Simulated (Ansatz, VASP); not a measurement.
This is a calculation of ZnS (Wurtzite-2H) for VASP 6.6.1. 

INCAR

```
SYSTEM = ZnS
PREC = Accurate
ENCUT = 520
EDIFF = 1E-6
ISMEAR = 0
SIGMA = 0.02
LREAL = .FALSE.
LASPH = .TRUE.
NELM = 80
ALGO = Normal
ISIF = 2
LWAVE = .FALSE.
LCHARG = .FALSE.
GGA = PE
NBANDS = 26
```

The input KPOINTS:

```
regular mesh
0
G
  8 8 5
  0 0 0
```

Contents of POSCAR:

```
ZnS
1.0
    3.8110000000      0.0000000000      0.0000000000
   -1.9055000000      3.3004228138      0.0000000000
    0.0000000000      0.0000000000      6.2340000000
Zn S
2 2
Direct
    0.6666666667      0.3333333333      0.5000000000
    0.3333333333      0.6666666667      0.0000000000
    0.6666666667      0.3333333333      0.8850000000
    0.3333333333      0.6666666667      0.3850000000
```

Potentials or basis: VASP PAW PBE potentials, release 64 (Zn, S).

Run with:

```bash
$ cat potpaw_PBE.64/Zn/POTCAR potpaw_PBE.64/S/POTCAR > POTCAR
$ mpirun -np 1 vasp_std > vasp.out
```

Translate it to Ansatz 0.2.0. Potentials or basis there: Ansatz PAW, cutoff 420 eV.

As run (cutoffs and basis follow the program's own potentials, and thresholds, step limits or extra output files can differ):

File input.yaml:

```yaml
crystal:
  lattice:
    - [3.811, 0.0, 0.0]
    - [-1.9055, 3.3004228138, 0.0]
    - [0.0, 0.0, 6.234]
  atoms:
    - { symbol: Zn, position: [0.6666666667, 0.3333333333, 0.5] }
    - { symbol: Zn, position: [0.3333333333, 0.6666666667, 0.0] }
    - { symbol: S, position: [0.6666666667, 0.3333333333, 0.885] }
    - { symbol: S, position: [0.3333333333, 0.6666666667, 0.385] }
hamiltonian:
  xc: pbe
  pseudopotentials: { kind: paw }
kpoints:
  mp_grid: { grid: [8, 8, 5] }
scf:
  occupations: { method: gaussian, width: 0.02 }
output:
  forces: true
  stress: true
  eigenvalues: true
  write_density: true
  write_potential: true
  elf: true
  volumetric_format: npy
```

Potentials or basis: Ansatz PAW.

Run with:

```console
$ ansatz run input.yaml --threads 2 --pin off --max-ram 5632MiB --backend cpu --events-out ev --progress --plain --runs-dir out
```

Both were run:

|  | VASP | Ansatz |
| --- | --- | --- |
| Pressure | 2.5 GPa | 2.3 GPa |
| Largest force | 0.323 eV/Å | 0.319 eV/Å |

Ansatz's pressure holds a Pulay term of +0.07 GPa for its cutoff of 420 eV, which the other run lacks.

Where Ansatz's input types no cutoff or centring, it takes its own default and a Γ-centred mesh.

Pressure is positive in compression.
